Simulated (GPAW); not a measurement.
# GaSb (F-43m) in GPAW: further runs

The runs below take GaSb through single point, relaxation of cell and atoms, with PBE, LDA.

Program: GPAW 26.7.0. These are calculated values, not measurements. Logs are shortened: lines on timing, memory, paths and dates and some standing lists are left out, and cuts for length are marked. The log counts tension as positive stress, the text compression.

**Measured values to compare with.**

A printed reference work, data compilation reports, for a bulk crystal of GaSb at 4.2 K: band gap 0.811 eV (direct).

How close the calculation comes is told below.

## Step 1: Starting point

It takes space group F-43m (No. 216, cubic). Conventional cell: a = 6.118 Å, b = 6.118 Å, c = 6.118 Å, α = 90.00°, β = 90.00°, γ = 90.00°. Around Sb (site symmetry -43m) lie 4 Ga at 2.65 Å. Ga (site symmetry -43m) has 4 Sb at 2.65 Å as nearest neighbours.

## Step 2: Single point, PBE

Contents of run.py:

```python
from ase.dft.bandgap import bandgap
from ase.io import read, write
from ase.units import GPa
from gpaw import GPAW, PW

atoms = read('GaSb.xyz')

calc = GPAW(mode=PW(600),
            xc='PBE',
            kpts={'size': (8, 8, 8), 'gamma': True},
            occupations={'name': 'methfessel-paxton', 'order': 0, 'width': 0.011},
            nbands=18,
            convergence={'density': 1e-05, 'energy': 1e-05},
            maxiter=150,
            txt='gpaw.txt')
atoms.calc = calc
energy = atoms.get_potential_energy()
forces = atoms.get_forces()
stress = atoms.get_stress()
calc.write('gs.gpw')
write('result.traj', atoms)
print(f'Energy: {energy:.6f} eV')
print('Forces (eV/A):')
print(forces.round(4))
print('Stress (GPa):', (stress / GPa).round(3))
print('Fermi level:', round(calc.get_fermi_level(), 4), 'eV')
print(f'Gap: {bandgap(calc)[0]:.4f} eV, direct: {bandgap(calc, direct=True)[0]:.4f} eV')
```

Contents of GaSb.xyz:

```xyz
2
Lattice="0.0000000000 3.0590000000 3.0590000000 3.0590000000 0.0000000000 3.0590000000 3.0590000000 3.0590000000 0.0000000000" Properties=species:S:1:pos:R:3 pbc="T T T"
Sb     4.5885000000      4.5885000000      4.5885000000
Ga     0.0000000000      0.0000000000      0.0000000000
```

Potentials or basis: GPAW PAW data sets (gpaw-data 1.2.1), pw.

Started as:

```sh
OMP_NUM_THREADS=1 python run.py
```

gpaw.txt:

```text
__  _  _
 | _ |_)|_||  |
 |__||  | ||/\| - 26.7.0

Input parameters:
  mode=PW(ecut=600.0),
  convergence={'density': 1e-05, 'energy': 1e-05},
  kpts=MonkhorstPack(size=(8, 8, 8), gamma=True),
  maxiter=150,
  nbands=18,
  occupations=Occupations(name='methfessel-paxton', order=0, width=0.011),
  xc=XC(name='PBE')

Diagonalizing LCAO Hamiltonian
Converting LCAO to pw mode

                     Sb

       Ga

Atoms  # Å, Bohr magnetons
|   | symbol |        x |        y |        z |    initial magnetic moments |
|---|--------|----------|----------|----------|-----------------------------|
| 0 |     Sb | 4.588500 | 4.588500 | 4.588500 | ( 0.0000,  0.0000,  0.0000) |
| 1 |     Ga | 0.000000 | 0.000000 | 0.000000 | ( 0.0000,  0.0000,  0.0000) |

Unit cell  # Å
| periodic |        x |        y |        z |  lengths |    angles |
|----------|----------|----------|----------|----------|-----------|
|      yes | 0.000000 | 3.059000 | 3.059000 | 4.326079 | 60.000000 |
|      yes | 3.059000 | 0.000000 | 3.059000 | 4.326079 | 60.000000 |
|      yes | 3.059000 | 3.059000 | 0.000000 | 4.326079 | 60.000000 |

Number of symmetries: 24
Symmetry operations  # r_c * U_cc + t_c -> r_c
|    | kind |            matrix            |
|----|------|------------------------------|
|  0 |  E   |  1, 0, 0,  0, 1, 0,  0, 0, 1 |
|  1 |  σ   |  1, 0, 0,  0, 0, 1,  0, 1, 0 |
|  2 |  σ   |  1, 0,-1,  0, 1,-1,  0, 0,-1 |
|  3 |  C3  |  1, 0,-1,  0, 0,-1,  0, 1,-1 |
|  4 |  C3  |  1,-1, 0,  0,-1, 1,  0,-1, 0 |
|  5 |  σ   |  1,-1, 0,  0,-1, 0,  0,-1, 1 |
|  6 |  σ   |  0, 1, 0,  1, 0, 0,  0, 0, 1 |
|  7 |  C3  |  0, 1, 0,  0, 0, 1,  1, 0, 0 |
|  8 |  C2  |  0, 1,-1,  1, 0,-1,  0, 0,-1 |
|  9 |  S4  |  0, 1,-1,  0, 0,-1,  1, 0,-1 |
| 10 |  C3  |  0, 0, 1,  1, 0, 0,  0, 1, 0 |
| 11 |  σ   |  0, 0, 1,  0, 1, 0,  1, 0, 0 |
| 12 |  S4  |  0, 0,-1,  1, 0,-1,  0, 1,-1 |
| 13 |  C3  |  0, 0,-1,  0, 1,-1,  1, 0,-1 |
| 14 |  S4  |  0,-1, 1,  1,-1, 0,  0,-1, 0 |
| 15 |  C2  |  0,-1, 1,  0,-1, 0,  1,-1, 0 |
| 16 |  C3  |  0,-1, 0,  1,-1, 0,  0,-1, 1 |
| 17 |  S4  |  0,-1, 0,  0,-1, 1,  1,-1, 0 |
| 18 |  S4  | -1, 1, 0, -1, 0, 1, -1, 0, 0 |
| 19 |  C3  | -1, 1, 0, -1, 0, 0, -1, 0, 1 |
| 20 |  C3  | -1, 0, 1, -1, 1, 0, -1, 0, 0 |
| 21 |  S4  | -1, 0, 1, -1, 0, 0, -1, 1, 0 |
| 22 |  σ   | -1, 0, 0, -1, 1, 0, -1, 0, 1 |
| 23 |  C2  | -1, 0, 0, -1, 0, 1, -1, 1, 0 |

BZ-sampling:
  Number of BZ points: 512
  Number of IBZ points: 29

  Monkhorst-Pack size: [8, 8, 8]
  Monkhorst-Pack shift: [0.0625, 0.0625, 0.0625]

K-points  # in reciprocal-cell coordinates
|     |                                coordinates |     weight |
|-----|--------------------------------------------|------------|
|   0 | (  0.00000000,   0.00000000,   0.00000000) | 0.00195312 |
|   1 | (  0.12500000,   0.12500000,   0.00000000) | 0.01171875 |
|   2 | (  0.12500000,   0.12500000,   0.12500000) | 0.01562500 |
|   3 | (  0.25000000,   0.12500000,   0.12500000) | 0.02343750 |
|   4 | (  0.25000000,   0.25000000,   0.00000000) | 0.01171875 |
|   5 | (  0.25000000,   0.25000000,   0.12500000) | 0.04687500 |
|   6 | (  0.25000000,   0.25000000,   0.25000000) | 0.01562500 |
|   7 | (  0.37500000,   0.25000000,  -0.37500000) | 0.04687500 |
|   8 | (  0.37500000,   0.25000000,   0.12500000) | 0.04687500 |
|   9 | (  0.37500000,   0.25000000,   0.25000000) | 0.04687500 |
| ... |                                            |            |
|  28 | (  0.50000000,   0.50000000,   0.50000000) | 0.00781250 |

Plane wave coefficients: 1926
Cutoff: 600.0 eV

Spin-components: 1 (collinear spins)
Bands:           18
Projectors:      11
Spin-degeneracy: 2
Datatype:        complex128

Parallelization:
  kpt:    1
  domain: 1
  band:   1

Density:
  Valence electrons: 18.0
  Components: 1
  Grid points: [25 25 25]
  Charge: 0.0  # |e|

Potential:
  Grid points: [25 25 25]

species:
  Sb:
    name:    Antimony
    Z:       51.0
    valence: 15
    core:    36
    charge:  0.0  # [|e|]
    compensation charges:
      type: gauss
      rc: 0.36  # [Å]
      lmax: 2
    cutoffs:
      filter: 2.23  # [Å]
      core: 2.23  # [Å]
    projectors
    | kind |    occ | energy [eV] | rcut [Å] |
    |------|--------|-------------|----------|
    |   5s |  2.000 |     -12.815 |    1.154 |
    |   5p |  3.000 |      -4.830 |    1.233 |
    |   4d | 10.000 |     -33.514 |    1.196 |
    |    s |        |      14.396 |    1.154 |
    |    p |        |      22.381 |    1.233 |
    |    d |        |      -6.303 |    1.196 |

    Using partial waves for Sb as LCAO basis

  Ga:
    name:    Gallium
    Z:       31.0
    valence: 3
    core:    28
    charge:  0.0  # [|e|]
    compensation charges:
      type: gauss
      rc: 0.37  # [Å]
      lmax: 2
    cutoffs:
      filter: 2.06  # [Å]
      core: 4.17  # [Å]
    projectors
    | kind |    occ | energy [eV] | rcut [Å] |
    |------|--------|-------------|----------|
    |   4s |  2.000 |      -8.945 |    1.164 |
    |   4p |  1.000 |      -2.580 |    1.164 |
    |    s |        |      18.266 |    1.164 |
    |    p |        |      24.631 |    1.164 |
    |    d |        |       0.000 |    1.164 |

    Using partial waves for Ga as LCAO basis

Reference energy: -229166.229777  # eV

eigensolver:
  PPCG
  Converge bands: occupied
  niter=2

density mixing:
  MSR1-Mixer
  Pratt-step length: 0.05
  Maximum mixing coefficient: 0.75
  Old densities: 10
  SVD Regularization: 0.005
  Good broyden scale: 1.0
  Trust region scale: 1.0
  Backstep threshold: 4.0
  History deletion threshold: 6.0
  Fourier metric: weight=20.0, sigma=0.015

occupation numbers:
  Methfessel-Paxton:
    width: 0.0110  # eV
    order: 0

poisson solver:
  ecut: 4800.0  # eV

xc functional:
  name: PBE with 2 nearest neighbor stencil

convergence criteria:
- Maximum integral of absolute [dens]ity change: 1e-05 electrons / valence electron
- Maximum [total energy] change in last 3 cyles: 1e-05 eV / valence electron
- Maximum integral of absolute [eigenst]ate change: 4e-08 eV^2 / valence electron
maximum number of iterations: 150

SCF iterations
|iter     | |      energy | eigst |  dens |
|---------|-|-------------|-------|-------|
|iter:   1| |   -7.657335 | +0.20 |       |
|iter:   2| |   -7.660600 | -2.00 | -1.29 |
|iter:   3| |   -7.643936 | -2.47 | -1.31 |
|iter:   4| |   -7.645871 | -3.15 | -1.85 |
|iter:   5| |   -7.646233 | -4.24 | -2.59 |
|iter:   6| |   -7.646361 | -4.89 | -2.97 |
|iter:   7| |   -7.646361c| -6.68 | -4.14 |
|iter:   8| |   -7.646362c| -7.48c| -4.58 |
|iter:   9| |   -7.646362c| -8.33c| -5.41c|

Converged in 9 steps
Energy contributions relative to reference atoms: (reference = -229166.229777)

Energy contributions:
  Kinetic:          12.381900
  Coulomb:         -10.878583
  Zero:              0.192723
  External:          0.000000
  Xc:               -9.342402
  Entropy:          -0.000000
  Spinorbit:         0.000000
  ----------------------------
  Free energy:      -7.646362
  Extrapolated:     -7.646362

dipole moment: (-11.037047, -11.037047, -11.037047)  # |e|*Ang

Fermi level: 4.924
Eigenvalues  # (at kpt = [0.000, 0.000, 0.000])
| band index |      eig [eV] | occ [0-2] |
|------------|---------------|-----------|
|          0 |       -23.868 |     2.000 |
|          1 |       -23.868 |     2.000 |
|          2 |       -23.868 |     2.000 |
|          3 |       -23.852 |     2.000 |
|          4 |       -23.852 |     2.000 |
|          5 |        -6.562 |     2.000 |
|          6 |         4.879 |     2.000 |
|          7 |         4.879 |     2.000 |
|          8 |         4.879 |     2.000 |
|          9 |         4.971 |     0.000 |
|         10 |         7.698 |     0.000 |
|         11 |         7.698 |     0.000 |
|         12 |         7.698 |     0.000 |
|         13 |        10.732 |     0.000 |
|         14 |        13.607 |     0.000 |
|         15 |        13.607 |     0.000 |
|         16 |        14.424 |     0.000 |
|         17 |        14.424 |     0.000 |

Gap: 0.091 eV
Transition (v -> c):
  (s=0, k=0, n=8, [0.00, 0.00, 0.00]) -> (s=0, k=0, n=9, [0.00, 0.00, 0.00])
No difference between direct/indirect transitions

Forces  # eV/Ang
|        x |        y |       z |
|----------|----------|---------|
| -0.00000 | -0.00000 | 0.00000 |  # Sb   0
| -0.00000 | -0.00000 | 0.00000 |  # Ga   1

Stress tensor  # eV/Ang^3
|         x |         y |         z |
|-----------|-----------|-----------|
| -0.014416 | -0.000000 | -0.000000 |
| -0.000000 | -0.014416 |  0.000000 |
| -0.000000 |  0.000000 | -0.014416 |

# Writing to gs.gpw (mode='')
```

Wall time 12 s (1 thread of Arm Neoverse V2, shared host); peak memory 0.17 GiB.

What came out:

```
Free energy            : -7.6464 eV
Pressure               : 2.3 GPa
Band gap on the k mesh : 0.09 eV, direct
```

Levels at points of the mesh, in eV from the valence-band top:
```tsv
k point	band 6	band 7	band 8	band 9	band 10	band 11	band 12	band 13
(0.00, 0.00, 0.00)	-11.44	0.00	0.00	0.00	0.09	2.82	2.82	2.82
(0.50, 0.50, 0.00)	-9.06	-6.76	-2.56	-2.56	0.94	1.28	8.75	8.75
(0.50, 0.50, 0.50)	-9.87	-6.33	-1.15	-1.15	0.44	3.79	3.79	6.51
```

Caveat: spin-orbit coupling is left out, which moves the levels of the heavy elements.

## Step 3: Relaxation of cell and atoms, PBE

Contents of run.py:

```python
from ase import Atoms
from ase.filters import FrechetCellFilter
from ase.io import write
from ase.optimize import FIRE
from gpaw import GPAW, PW

atoms = Atoms(['Sb', 'Ga'],
              cell=[[0.0, 3.059, 3.059],
                    [3.059, 0.0, 3.059],
                    [3.059, 3.059, 0.0]],
              scaled_positions=[[0.75, 0.75, 0.75],
                                [0.0, 0.0, 0.0]],
              pbc=True)

calc = GPAW(mode=PW(600),
            xc='PBE',
            kpts={'size': (8, 8, 8), 'gamma': True},
            occupations={'name': 'fermi-dirac', 'width': 0.05},
            nbands=18,
            convergence={'density': 1e-05, 'forces': 0.0001},
            maxiter=150,
            txt='gpaw.txt')
atoms.calc = calc
opt = FIRE(FrechetCellFilter(atoms), trajectory='relax.traj', logfile='-')
done = opt.run(fmax=0.05, steps=60)
calc.write('gs.gpw')
write('result.traj', atoms)
print('Converged:', done)
print('Cell:', atoms.cell.cellpar().round(4))
print('Volume:', round(atoms.get_volume(), 4))
print(atoms.get_scaled_positions().round(5))
```

Potentials or basis: GPAW PAW data sets (gpaw-data 1.2.1), pw.

Started as:

```sh
OMP_NUM_THREADS=1 python run.py
```

Wall time 58 s (1 thread of Arm Neoverse V2, shared host); peak memory 0.26 GiB.

Results (log left out):

```yaml
Free_energy: -7.6660 eV
Relaxed_volume: 30.11 Å³/atom
Relaxed_cell: a = 4.400 Å, b = 4.400 Å, c = 4.400 Å, α = 60.00°, β = 60.00°, γ = 60.00°
Space_group_after_relaxing_to_0.05_Å: F-43m (No. 216)
Energy_gained_by_relaxing: 9.7 meV/atom
Ionic_steps: 5
Pressure_after_relaxing: -0.2 GPa
Band_gap_on_the_k_mesh: none (metal or under the smearing width)
```

Step by step:
| step | energy change (eV) | largest force (eV/Å) | pressure (GPa) | volume (Å³) |
| --- | --- | --- | --- | --- |
| 1 | 0.0000 | 0.0000 | 2.35 | 57.25 |
| 2 | -0.0049 | 0.0000 | 2.00 | 57.61 |
| 3 | -0.0122 | 0.0000 | 1.39 | 58.29 |
| 4 | -0.0179 | 0.0000 | 0.61 | 59.20 |
| 5 | -0.0193 | 0.0000 | -0.19 | 60.23 |

Final structure:
```cif
data_structure
_symmetry_space_group_name_H-M 'P 1'
_symmetry_Int_Tables_number 1
_cell_length_a 4.3998
_cell_length_b 4.3998
_cell_length_c 4.3998
_cell_angle_alpha 60.000
_cell_angle_beta 60.000
_cell_angle_gamma 60.000
_cell_volume 60.23
loop_
_atom_site_label
_atom_site_type_symbol
_atom_site_fract_x
_atom_site_fract_y
_atom_site_fract_z
_atom_site_occupancy
Sb1 Sb 0.75000 0.75000 0.75000 1
Ga1 Ga 0.00000 0.00000 0.00000 1
```

Levels at points of the mesh, in eV from the Fermi level:
```
           k point  band 6  band 7  band 8  band 9  band 10  band 11  band 12  band 13
(0.00, 0.00, 0.00)  -11.14   -0.31   -0.04   -0.04    -0.04     2.78     2.78     2.78
(0.50, 0.50, 0.00)   -8.95   -6.58   -2.43   -2.43     0.94     1.33     8.37     8.37
(0.50, 0.50, 0.50)   -9.69   -6.13   -1.11   -1.11     0.30     3.74     3.74     6.49
```

Caveat: later steps reuse the first step's grids; this crystal is a semiconductor, whose small gap the functional closes, so the metal is an error of the method. PBE usually gives volumes a little too large and moduli too small.

## Step 4: Relaxation of cell and atoms, LDA

Contents of run.py:

```python
from ase.filters import FrechetCellFilter
from ase.io import read, write
from ase.optimize import LBFGS
from gpaw import GPAW, PW

atoms = read('POSCAR')

calc = GPAW(mode=PW(600),
            xc='LDA',
            kpts={'size': (8, 8, 8), 'gamma': True},
            occupations={'name': 'fermi-dirac', 'width': 0.05},
            nbands=18,
            convergence={'density': 1e-05, 'forces': 0.0001},
            maxiter=150,
            txt='gpaw.txt')
atoms.calc = calc
opt = LBFGS(FrechetCellFilter(atoms), trajectory='relax.traj', logfile='-')
done = opt.run(fmax=0.01, steps=60)
calc.write('gs.gpw')
write('result.traj', atoms)
print('Converged:', done)
print('Cell:', atoms.cell.cellpar().round(4))
print('Volume:', round(atoms.get_volume(), 4))
print(atoms.get_scaled_positions().round(5))
```

Contents of POSCAR:

```
GaSb
1.0
    0.0000000000      3.0590000000      3.0590000000
    3.0590000000      0.0000000000      3.0590000000
    3.0590000000      3.0590000000      0.0000000000
Sb Ga
1 1
Direct
    0.7500000000      0.7500000000      0.7500000000
    0.0000000000      0.0000000000      0.0000000000
```

Potentials or basis: the program's PAW data sets (release 1.2.1) made for this functional, pw.

Started as:

```sh
OMP_NUM_THREADS=1 python run.py
```

Wall time 33 s (1 thread of Arm Neoverse V2, shared host); peak memory 0.2 GiB.

The run converged. Its results:

```
Free energy                            : -8.9865 eV
Relaxed volume                         : 27.63 Å³/atom
Relaxed cell                           : a = 4.275 Å, b = 4.275 Å, c = 4.275 Å, α = 60.00°, β = 60.00°, γ = 60.00°
Space group after relaxing (to 0.05 Å) : F-43m (No. 216)
Energy gained by relaxing              : 5.4 meV/atom
Ionic steps                            : 3
Pressure after relaxing                : 0.1 GPa
Band gap on the k mesh                 : 0.14 eV, direct
```

The path:
```csv
step,energy change (eV),largest force (eV/Å),pressure (GPa),volume (Å³)
1,0.0000,0.0000,-1.77,57.25
2,-0.0038,0.0000,-1.44,56.86
3,-0.0109,0.0000,0.05,55.25
```

Final structure:
```yaml
crystal:
  lattice:
    - [0.00000, 3.02305, 3.02305]
    - [3.02305, 0.00000, 3.02305]
    - [3.02305, 3.02305, 0.00000]
  atoms:
    - { symbol: Sb, position: [0.75000, 0.75000, 0.75000] }
    - { symbol: Ga, position: [0.00000, 0.00000, 0.00000] }
```

Levels at points of the mesh, in eV from the valence-band top:
```
           k point  band 6  band 7  band 8  band 9  band 10  band 11  band 12  band 13
(0.00, 0.00, 0.00)  -11.75    0.00    0.00    0.00     0.14     2.80     2.80     2.80
(0.50, 0.50, 0.00)   -9.26   -6.97   -2.68   -2.68     0.83     1.13     8.91     8.91
(0.50, 0.50, 0.50)  -10.11   -6.55   -1.20   -1.20     0.40     3.78     3.78     6.35
```

Caveat: later steps reuse the first step's grids; spin-orbit coupling is left out, which moves the levels of the heavy elements.

## Step 5: The runs side by side

| task | level | potentials or basis | cell | smearing | optimizer | fmax | max steps | convergence | gap on the mesh (eV) | pressure (GPa) | relaxed volume (Å³/atom) |
| --- | --- | --- | --- | --- | --- | --- | --- | --- | --- | --- | --- |
| single point | PBE | GPAW PAW data sets (gpaw-data 1.2.1), pw | as given | gaussian 0.011 eV | - | - | - | - | 0.09 | 2.3 | - |
| relaxation of cell and atoms | PBE | GPAW PAW data sets (gpaw-data 1.2.1), pw | relaxed | fermi-dirac 0.05 eV | FIRE | 0.05 eV/Å | 60 | density=1e-05 forces=0.0001 | none | -0.2 | 30.11 |
| relaxation of cell and atoms | LDA | the program's PAW data sets (release 1.2.1) made for this functional, pw | relaxed | fermi-dirac 0.05 eV | LBFGS | 0.01 eV/Å | 60 | density=1e-05 forces=0.0001 | 0.14 | 0.1 | 27.63 |

Alike in all rows: no spin polarisation; k mesh 8 × 8 × 8; cutoff (eV) 600.

Caveats: spin-orbit coupling is left out, which moves the levels of the heavy elements (some runs); later steps reuse the first step's grids (some runs); this crystal is a semiconductor, whose small gap the functional closes, so the metal is an error of the method (some runs).

Absolute energies hang on the potentials; compare differences alone.

## Step 6: How close it comes

Step 2. A measured gap of GaSb is 0.811 eV (direct; 4.2 K; a printed reference work, data compilation); the calculated 0.09 eV misses it by -0.72 eV. Spin-orbit coupling on Ga, Sb is left out. The value is that of PBE on a finite k mesh, which can miss the band edges, without temperature or zero-point motion. Semilocal functionals fall short of measured gaps as a rule.
